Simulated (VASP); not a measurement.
# AlN (Fm-3m) in VASP: a series of runs

The runs below take AlN through G0W0 quasiparticle levels, with PBE.

Program: VASP 6.6.1. These are calculated values, not measurements. Logs are shortened: lines on timing, memory, paths and dates and some standing lists are left out, and cuts for length are marked.

### 1 The crystal as given

Symmetry: Fm-3m, No. 225, cubic system. Conventional cell: a = 4.069 Å, b = 4.069 Å, c = 4.069 Å, α = 90.00°, β = 90.00°, γ = 90.00°. Al (site symmetry m-3m) has 6 N at 2.03 Å as nearest neighbours. N (site symmetry m-3m) has 6 Al at 2.03 Å as nearest neighbours.

Measurements of this composition are mostly on another form, of space group No. 186.

### 2 G0W0 quasiparticle levels, PBE

POSCAR

```
AlN
1.0
    0.0000000000      2.0345180000      2.0345180000
    2.0345180000      0.0000000000      2.0345180000
    2.0345180000      2.0345180000      0.0000000000
Al N
1 1
Direct
    0.5000000000      0.5000000000      0.5000000000
    0.0000000000      0.0000000000      0.0000000000
```

INCAR.step1

```
SYSTEM = AlN
PREC = Accurate ; ENCUT = 450
EDIFF = 1E-8 ; ISMEAR = 0
SIGMA = 0.01 ; LREAL = .False.
LASPH = .True. ; NELM = 60
ALGO = Fast ; LWAVE = .True.
LCHARG = .False. ; GGA = PE
```

INCAR.step2

```
SYSTEM = AlN
PREC = Accurate ; ENCUT = 450
EDIFF = 1E-8 ; ISMEAR = 0
SIGMA = 0.01 ; LREAL = .False.
LASPH = .True. ; NELM = 1
ALGO = Exact ; LWAVE = .True.
LCHARG = .False. ; GGA = PE
NBANDS = 105 ; LOPTICS = .True.
ISTART = 1
```

INCAR.step3

```
SYSTEM = AlN
PREC = Accurate ; ENCUT = 450
EDIFF = 1E-8 ; ISMEAR = 0
SIGMA = 0.01 ; LREAL = .False.
LASPH = .True. ; ALGO = EVGW0
LWAVE = .False. ; LCHARG = .False.
GGA = PE ; NELMGW = 1
NBANDS = 105 ; ENCUTGW = 260
NOMEGA = 48 ; PRECFOCK = Fast
ISTART = 1 ; NBANDSGW = 12
```

KPOINTS

```
regular mesh
0
Gamma
  4 4 4
  0 0 0
```

Potentials or basis: VASP PAW PBE potentials, release 64 (Al_GW, N_GW).

Launch:

```console
> cat potpaw_PBE.64/Al_GW/POTCAR potpaw_PBE.64/N_GW/POTCAR > POTCAR
> cp INCAR.step1 INCAR
> mpirun -np 1 vasp_std > vasp.out
> cp INCAR.step2 INCAR
> mpirun -np 1 vasp_std > vasp.out
> cp INCAR.step3 INCAR
> mpirun -np 1 vasp_std > vasp.out
```

OUTCAR:

```text
SYSTEM = AlN
   PREC = Accurate
   ENCUT = 450
   EDIFF = 1E-8
   ISMEAR = 0
   LREAL = .False.
   LASPH = .True.
   GGA = PE
   NELMGW = 1
   ENCUTGW = 260
   PRECFOCK = Fast
   ISTART = 1

 Found      8 irreducible k-points:

 Following reciprocal coordinates:
            Coordinates               Weight
  0.000000  0.000000  0.000000      1.000000
  0.250000  0.000000  0.000000      8.000000
  0.500000  0.000000  0.000000      4.000000
  0.250000  0.250000  0.000000      6.000000
  0.500000  0.250000  0.000000     24.000000
 -0.250000  0.250000  0.000000     12.000000
   k-points           NKPTS =      8   k-points in BZ     NKDIM =     64   number of bands    NBANDS=    105
   number of dos      NEDOS =    301   number of ions     NIONS =      2
   total plane-waves  NPLWV =   8000
   dimension x,y,z NGX =    20 NGY =   20 NGZ =   20
   dimension x,y,z NGXF=    40 NGYF=   40 NGZF=   40
   ions per type =               1   1
   NGX,Y,Z   is equivalent  to a cutoff of  11.56, 11.56, 11.56 a.u.
   NGXF,Y,Z  is equivalent  to a cutoff of  23.11, 23.11, 23.11 a.u.
 SYSTEM =  AlN
   PREC   = accura    normal or accurate (medium, high low for compatibility)
   ISTART =      1    job   : 0-new  1-cont  2-samecut
   ICHARG =      0    charge: 1-file 2-atom 10-const
   ISPIN  =      1    spin polarized calculation?
   LNONCOLLINEAR =      F non collinear calculations
   LSORBIT =      F    spin-orbit coupling
   LASPH  =      T    aspherical Exc in radial PAW
   ENCUT  =  450.0 eV  33.07 Ry    5.75 a.u.   4.98  4.98  4.98*2*pi/ulx,y,z
   NELM   =     60;   NELMIN=  2; NELMDL=  0     # of ELM steps
   EDIFF  = 0.1E-07   stopping-criterion for ELM
   LREAL  =      F    real-space projection
   EDIFFG = 0.1E-06   stopping-criterion for IOM
   NSW    =      0    number of steps for IOM
   IBRION =     -1    ionic relax: 0-MD 1-quasi-New 2-CG
   NFREE  =      0    steps in history (QN), initial steepest desc. (CG)
   ISIF   =      0    stress and relaxation
   ISYM   =      3    0-nonsym 1-usesym 2-fastsym
   POTIM  = 0.5000    time-step for ionic-motion
   TEBEG  =    0.0;   TEEND  =   0.0 temperature during run
   PSTRESS=    0.0 pullay stress
   NELECT =       8.0000    total number of electrons
   NUPDOWN=      -1.0000    fix difference up-down
   EMIN   =  10.00;   EMAX   =-10.00  energy-range for DOS
   EFERMI =   0.00;   METHOD = LEGACY
   ISMEAR =     0;   SIGMA  =   0.01  broadening in eV -4-tet -1-fermi 0-gaus
   EFERMI_NEDOS =   21; number of points for ismear=-14 and -15
   IALGO  =     38    algorithm
   IMIX   =      4    mixing-type and parameters
     AMIX     =   0.40;   BMIX     =  1.00
     AMIX_MAG =   1.60;   BMIX_MAG =  1.00
  volume/ion in A,a.u.               =       8.42        56.83
  Fermi-wavevector in a.u.,A,eV,Ry     =   1.277321  2.413786 22.198561  1.631548
  Thomas-Fermi vector in A             =   2.409927
   LORBIT       =      0    0 simple, 1 ext, 2 COOP (PROOUT), +10 PAW based schemes
   GGA     = PE    functional components
   LHFCALC =     T    Hartree Fock is set to
   PRECFOCK=fast      Normal, Fast or Accurate (Low or Medium for compatibility)
   ENCUT4O =  -1.0   cutoff for four orbital integrals eV
   NKREDX  =     1    reduce k-point grid by
   NKREDY  =     1    reduce k-point grid by
   NKREDZ  =     1    reduce k-point grid by
   AEXX    =    1.0000 exact exchange contribution
   HFSCREEN=    0.0000 screening length (either q_TF or 0.3 A-1)
   HFSCREENC=   0.0000 screening length for correlation (either q_TF or 0.3 A-1)
   ENCUTFOCK=  -1.0 apply spherical cutoff to Coloumb kernel
   IVDW    =     0    specifies the selected vdW correction
   LEPSILON=     F    determine dielectric tensor
   LRPA    =     F    only Hartree local field effects (RPA)
   LRPAFORCE           =     F    calculate RPA forces
   ENCUTGW             = 260.0    cutoff for response function in eV
   ENCUTGWSOFT         = 208.0    soft cutoff for Coulomb kernel in GW response function in eV
   ENCUTLF             =  -1.0    cutoff for local field effects
   NELMGW              =     1    number of iterations in solving QP/BSE equation
   NELMHF              =     1    number of iterations in the inner HF iteration
   NKREDLFX            =     1    NKREDLFY  =   1   NKREDLFZ  =   1
 non-spin polarized calculation
 Gauss-broadening in eV      SIGMA  =   0.01
  energy-cutoff  :      450.00
  volume of cell :       16.84
 maximum number of plane-waves:       380
  NGX = 12; NGY = 12; NGZ = 12
   NGX =  9   NGY =  9   NGZ =  9
 maximum number of plane-waves:       169

 QP shifts <psi_nk| G(iteration)W_0 |psi_nk>: iteration 1
 for sc-GW calculations column KS-energies equals QP-energies in previous step
 and V_xc(KS)=  KS-energies - (<T + V_ion + V_H > + <T+V_H+V_ion>^1  + <V_x>^1)

 k-point   1 :       0.0000    0.0000    0.0000
  band No.  KS-energies  QP-energies   sigma(KS)   V_xc(KS)     V^pw_x(r,r')   Z            occupation Imag(sigma)

      1      -8.8980     -10.6156     -16.9474     -14.6143     -24.8092       0.7362       2.0000       1.3860
      2       8.5094       7.6426     -18.4367     -17.3404     -21.1674       0.7906       2.0000       0.0958
      3       8.5094       7.6426     -18.4367     -17.3404     -21.1674       0.7906       2.0000       0.0958
      4       8.5094       7.6426     -18.4367     -17.3404     -21.1674       0.7906       2.0000       0.0958
      5      13.8955      14.7513     -13.5196     -14.5838      -8.7855       0.8041       0.0000      -0.0862
      6      20.5531      21.2896      -9.7298     -10.6313      -4.4182       0.8170       0.0000      -0.1224
      7      20.5531      21.2896      -9.7298     -10.6313      -4.4182       0.8170       0.0000      -0.1224
      8      20.5531      21.2896      -9.7298     -10.6313      -4.4182       0.8170       0.0000      -0.1224
      9      25.6378      25.8568      -9.1977      -9.4831      -2.5799       0.7673       0.0000      -0.3949
     10      26.0858      27.0540     -10.2735     -11.4857      -4.4378       0.7987       0.0000      -0.2204
     11      26.0858      27.0540     -10.2735     -11.4857      -4.4378       0.7987       0.0000      -0.2204
     12      26.9880      27.8483     -10.0268     -11.1456      -2.8679       0.7689       0.0000      -0.5039

 k-point   2 :       0.2500    0.0000    0.0000
  band No.  KS-energies  QP-energies   sigma(KS)   V_xc(KS)     V^pw_x(r,r')   Z            occupation Imag(sigma)

      1      -7.6927      -9.3393     -17.2045     -15.0102     -24.8964       0.7504       2.0000       1.2988
      2       4.1920       3.0113     -16.5729     -15.0460     -20.0681       0.7732       2.0000       0.1295
      3       7.9377       7.0150     -18.1169     -16.9476     -20.9386       0.7891       2.0000       0.0958
      4       7.9377       7.0150     -18.1169     -16.9476     -20.9386       0.7891       2.0000       0.0958
      5      15.1851      15.9607     -12.1460     -13.1061      -7.2612       0.8079       0.0000      -0.0937
      6      19.4558      20.4808     -12.8148     -14.1168      -7.2013       0.7873       0.0000      -0.1299
      7      20.6303      21.4833      -9.9816     -11.0389      -4.5147       0.8068       0.0000      -0.1343
      8      20.6303      21.4833      -9.9816     -11.0389      -4.5147       0.8068       0.0000      -0.1343
      9      24.4791      25.3151      -9.9613     -11.0109      -3.8991       0.7965       0.0000      -0.2478
     10      24.4791      25.3151      -9.9613     -11.0109      -3.8991       0.7965       0.0000      -0.2478
     11      25.3148      26.0438      -9.4962     -10.4430      -2.7300       0.7700       0.0000      -0.3791
     12      33.6470      34.7411     -10.6325     -12.0307      -3.1632       0.7825       0.0000      -0.9172

 k-point   3 :       0.5000    0.0000    0.0000
  band No.  KS-energies  QP-energies   sigma(KS)   V_xc(KS)     V^pw_x(r,r')   Z            occupation Imag(sigma)

      1      -5.7055      -7.2833     -18.2695     -16.2090     -25.7197       0.7658       2.0000       1.1209
      2       0.2905      -1.0293     -14.8512     -13.0790     -19.2988       0.7447       2.0000       0.2275
      3       7.4637       6.4928     -17.9344     -16.7021     -20.8605       0.7879       2.0000       0.0977
      4       7.4637       6.4928     -17.9344     -16.7021     -20.8605       0.7879       2.0000       0.0977
      5      14.4844      15.1451     -11.4773     -12.2876      -6.7634       0.8155       0.0000      -0.0892
      6      19.2930      20.1512      -9.8474     -10.9023      -4.5660       0.8135       0.0000      -0.1170
      7      19.2930      20.1512      -9.8474     -10.9023      -4.5660       0.8135       0.0000      -0.1170
      8      21.5204      22.8837     -14.4841     -16.2909      -7.9229       0.7546       0.0000      -0.1947
      9      24.3300      24.9541      -9.2098     -10.0174      -2.6483       0.7728       0.0000      -0.2984
     10      28.8951      29.6671     -10.4935     -11.4877      -3.2532       0.7764       0.0000      -0.6064
     11      28.8951      29.6671     -10.4935     -11.4877      -3.2532       0.7764       0.0000      -0.6064
     12      36.0503      36.7826     -10.6890     -11.6201      -3.2177       0.7865       0.0000      -1.2539
[... 17 lines left out ...]
 k-point   5 :       0.5000    0.2500    0.0000
  band No.  KS-energies  QP-energies   sigma(KS)   V_xc(KS)     V^pw_x(r,r')   Z            occupation Imag(sigma)

      1      -5.3558      -6.8678     -18.3453     -16.3249     -25.7234       0.7484       2.0000       1.0360
      2       1.7286       0.4264     -15.4676     -13.7485     -19.5432       0.7575       2.0000       0.1765
      3       4.7294       3.5565     -16.2413     -14.7426     -19.5004       0.7826       2.0000       0.1153
      4       6.5002       5.4340     -17.3356     -15.9790     -20.4071       0.7860       2.0000       0.1022
      5      14.9076      15.6297     -10.2827     -11.1611      -5.5229       0.8220       0.0000      -0.0910
      6      17.7527      18.6986     -12.1957     -13.3766      -7.0641       0.8010       0.0000      -0.1041
      7      20.0289      21.0608     -12.8993     -14.2231      -7.0435       0.7796       0.0000      -0.1459
      8      22.1019      23.1083     -10.9322     -12.2087      -4.9816       0.7884       0.0000      -0.1817
      9      24.9347      25.9187     -11.6511     -12.9457      -4.7282       0.7600       0.0000      -0.3398
     10      30.5226      31.2943     -10.3874     -11.3783      -3.1336       0.7788       0.0000      -0.7052
     11      30.8747      31.6181      -9.3229     -10.2671      -2.2184       0.7873       0.0000      -0.7261
     12      34.9085      35.9868     -10.7579     -12.1116      -3.6286       0.7965       0.0000      -0.8623

 k-point   6 :      -0.2500    0.2500    0.0000
  band No.  KS-energies  QP-energies   sigma(KS)   V_xc(KS)     V^pw_x(r,r')   Z            occupation Imag(sigma)

      1      -6.0394      -7.5845     -17.8860     -15.8266     -25.3447       0.7503       2.0000       1.1042
      2       2.6134       1.3655     -16.0666     -14.4272     -19.9684       0.7612       2.0000       0.1592
      3       4.4233       3.2199     -15.9833     -14.4393     -19.3002       0.7795       2.0000       0.1196
      4       7.4083       6.4420     -17.8415     -16.6130     -20.7424       0.7865       2.0000       0.0970
      5      16.6930      17.4545     -10.5707     -11.5046      -5.4898       0.8155       0.0000      -0.1041
      6      18.8047      19.9843     -13.3786     -14.8873      -7.7698       0.7819       0.0000      -0.1247
      7      18.9359      19.8687     -12.4781     -13.6536      -7.0956       0.7935       0.0000      -0.1171
      8      20.8070      21.7698     -10.3177     -11.5236      -4.6651       0.7985       0.0000      -0.1464
      9      24.9583      25.6644      -9.7266     -10.6096      -3.6820       0.7997       0.0000      -0.2699
     10      27.4411      28.1842     -10.5355     -11.5006      -3.4550       0.7699       0.0000      -0.4918
     11      29.6348      30.4806      -9.7863     -10.8754      -2.5227       0.7765       0.0000      -0.6650
     12      33.5771      34.6508     -10.5366     -11.8848      -3.3766       0.7964       0.0000      -0.8756

 [... further k-points ...]
```

It took 36 s on 1 thread of Intel Xeon Platinum 8488C (Sapphire Rapids), shared host; peak memory 0.22 GiB.

The run converged, but some of its settings lie outside the range that counts as converged, so its numbers aren't taken as properties of the crystal.

Results:

```
Band gap on the k mesh, mean-field level : 4.37 eV, indirect (least direct gap 5.39 eV)
Quasiparticle gap                        : 5.99 eV
Least direct quasiparticle gap           : 7.11 eV
```

Caveat: the k mesh is coarse (spacing up to 0.67 Å⁻¹), so the values aren't converged; bands, screening cutoff and mesh are small and nothing is extrapolated, so the quasiparticle values aren't converged.

(Continued in part 2 of 4.)
